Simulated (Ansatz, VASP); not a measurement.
## Tl: VASP beside Ansatz

```
CELL_PARAMETERS angstrom
-1.94287 1.94287 1.88363
1.94287 -1.94287 1.88363
1.94287 1.94287 -1.88363
ATOMIC_POSITIONS crystal
Tl 0.00000 0.00000 0.00000
```

Alike in both runs: functional PBEsol; k mesh 10 × 10 × 10; occupations gaussian, width 0.1 eV; no spin polarisation.

Ansatz relaxed the structure, and its values are those at the end. VASP's run is a single point on that final structure, the one shown.

```csv
,VASP,Ansatz
version,VASP 6.6.1,Ansatz 0.2.0
potentials or method,"VASP PAW PBE potentials, release 64 (Tl_d)","scalar-relativistic, plane waves, PAW"
plane-wave cutoff (eV),520,420
valence electrons in the cell,13,13
```

Ansatz gave:

- gap on the k mesh at the Fermi level (eV): none
- pressure (GPa): 0.1

Question: Which values does VASP return?

Answer: gap on the k mesh at the Fermi level (eV): none; pressure (GPa): 0.0.

A gap of «none» marks a metal or a gap that the smearing closes.

Caveats: the PAW data sets were made with another functional, which shifts forces and pressure a little (VASP). Spin-orbit coupling is left out, which matters for the levels of Tl.
